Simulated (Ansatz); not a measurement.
**CdF2: biaxial strain in the a-b plane**

A series on CdF2: biaxial strain in the a-b plane, -6 to +6 %; the length and tilt of c and the atoms relax. Wanted: energy, stress and any gap along the series.

Computed with Ansatz 0.2.0 (DFT PBE, scalar-relativistic, plane waves, PAW, unless a step's input says otherwise).

2 further runs of the same task are left out: 2 set aside as unsound or not needed.

### 1 Starting point

The structure is cubic, space group Fm-3m (No. 225). The conventional cell has a = 5.481 Å, b = 5.481 Å, c = 5.481 Å, α = 90.00°, β = 90.00°, γ = 90.00°. Cd (site symmetry m-3m) is surrounded by 8 F at 2.37 Å. F (site symmetry -43m) is surrounded by 4 Cd at 2.37 Å.

Structure file:

```
Cd F
1.0
     2.74074    2.74074    0.00000
    -2.74074    2.74074    0.00000
     0.00000    0.00000    5.48148
Cd F
2 4
Direct
  0.00000 0.00000 0.00000
  0.50000 0.50000 0.50000
  0.00000 0.50000 0.75000
  0.50000 0.00000 0.75000
  0.50000 0.00000 0.25000
  0.00000 0.50000 0.25000
```

The unstrained cell comes from an earlier run at this level (6 atoms, E(σ→0) -19744.3383 eV, gap 2.92 eV over the zone).

### 2 Strain -2.0 %

input.yaml

```yaml
crystal:
  lattice:
    - [2.6859232686, 2.6859232686, 0.0]
    - [-2.6859232686, 2.6859232686, 0.0]
    - [0.0, 0.0, 5.547253771]
  atoms:
    - { symbol: Cd, position: [0.0, 0.0, 0.0] }
    - { symbol: Cd, position: [0.5, 0.5, 0.5] }
    - { symbol: F, position: [0.0, 0.5, 0.75] }
    - { symbol: F, position: [0.5, 0.0, 0.75] }
    - { symbol: F, position: [0.5, 0.0, 0.25] }
    - { symbol: F, position: [0.0, 0.5, 0.25] }
basis:
  ecutwfc: 420
kpoints:
  mp_grid: { grid: [6, 6, 4] }
hamiltonian:
  xc: pbe
scf:
  occupations: { method: gaussian, width: 0.02 }
output:
  forces: true
  stress: true
  eigenvalues: true
relax:
  adjacent_minimum: "off"
  f_tol: 0.008
  max_steps: 40
  cell: { stress_tol: 0.015, fix: [a, b, gamma] }
```

Started as:

```bash
> ansatz run input.yaml --threads 1 --pin off --max-ram 2560MiB --backend cpu --events-out ev --progress --plain --runs-dir out
```

The session goes on with these runs: the gap over the whole zone at -2.0 %; the cell strained by +2.0 %; seeking the band edges at +2.0 %; strain -4.0 %; seeking the band edges at -4.0 %; strain +4.0 %; seeking the band edges at +4.0 %; the cell strained by -6.0 %; seeking the band edges at -6.0 %; the cell strained by +6.0 %; band edges over the zone at +6.0 %.

Q: Predict the outcome of this session. Wanted: (1/V) d²E/dε² at zero strain, cubic fit; strain of the free axis c per applied strain; gap shift, negative and positive side.

As calculated:

| quantity | value |
| --- | --- |
| largest energy cost | 60.0 meV/atom at -6.0 % |
| (1/V) d²E/dε² at zero strain, cubic fit | 362 GPa |
| strain of the free axis c per applied strain | -0.71 |
| gap shift, negative and positive side | -22, -70 meV per % |

**Reading.** From the curvature follows twice the biaxial modulus: 362 GPa. Compression by 6 % costs 60.0 meV/atom and stretching 51.5. The free axis c moves against the applied strain (factor -0.71). The gap runs from 2.91 eV at -6.0 % through 2.92 to 2.34 eV at +6.0 %.
